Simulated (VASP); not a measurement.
# A VASP 6.6.1 single-point calculation on HgSe

INCAR

```
LWAVE = .FALSE.
ISIF = 2
EDIFF = 1E-7
IBRION = -1
GGA = PE
AMIX = 0.8
PREC = Accurate
LCHARG = .FALSE.
LREAL = .FALSE.
NELM = 72
ISMEAR = -1
NBANDS = 16
SIGMA = 0.02
NSW = 0
ENCUT = 520
LASPH = .TRUE.
```

KPOINTS

```
KPOINTS created by Atomic Simulation Environment
0
Gamma
6 6 6
0 0 0
```

POSCAR

```
Hg Se
 1.0000000000000000
     0.0000000000000000    3.0617384462000001    3.0617384462000001
     3.0617384462000001    0.0000000000000000    3.0617384462000001
     3.0617384462000001    3.0617384462000001    0.0000000000000000
 Hg  Se
   1   1
Cartesian
  0.0000000000000000  0.0000000000000000  0.0000000000000000
  1.5308692230999998  1.5308692230999998  1.5308692230999998
```

The recommended PBE PAW datasets give the neutral cell 18 valence electrons.

Command

```
mpirun -np 1 vasp_std
```

Predict the outcome of this run.

It converged. Results: gap between bands v and c on the k mesh 0.00 eV; least direct gap on the k mesh 0.00 eV; pressure 3.6 GPa. Band v is the last that the valence electrons fill when counted band by band, and c is the next.

OSZICAR

```
N       E                     dE             d eps       ncg     rms          rms(c)
DAV:   1     0.107942511455E+03    0.10794E+03   -0.86211E+03   520   0.101E+03
DAV:   2    -0.338810908109E+00   -0.10828E+03   -0.10075E+03   576   0.236E+02
DAV:   3    -0.432797385522E+01   -0.39892E+01   -0.39777E+01   640   0.462E+01
DAV:   4    -0.434534869621E+01   -0.17375E-01   -0.17374E-01   608   0.307E+00
DAV:   5    -0.434544438380E+01   -0.95688E-04   -0.95687E-04   656   0.203E-01    0.765E+00
DAV:   6    -0.413279871263E+01    0.21265E+00   -0.18319E+00   736   0.193E+01    0.725E+00
DAV:   7    -0.403364044520E+01    0.99158E-01   -0.42776E-01   584   0.889E+00    0.267E+00
DAV:   8    -0.403761693369E+01   -0.39765E-02   -0.39149E-02   560   0.127E+00    0.634E-01
DAV:   9    -0.403653881352E+01    0.10781E-02   -0.20435E-03   568   0.286E-01    0.158E-01
DAV:  10    -0.403650459317E+01    0.34220E-04   -0.50627E-04   616   0.184E-01    0.418E-02
DAV:  11    -0.403649925547E+01    0.53377E-05   -0.50844E-05   608   0.868E-02    0.173E-02
DAV:  12    -0.403649939888E+01   -0.14341E-06   -0.32711E-06   608   0.174E-02    0.213E-03
DAV:  13    -0.403649937111E+01    0.27768E-07   -0.14947E-07   544   0.248E-03
   1 F= -.40364994E+01 E0= -.40363225E+01  d E =-.353675E-03
```

For comparison, a separate PBE run of the intended cell, on usual settings and not on those above, gives a gap of 0.00 eV on its mesh and a pressure of 3.6 GPa.
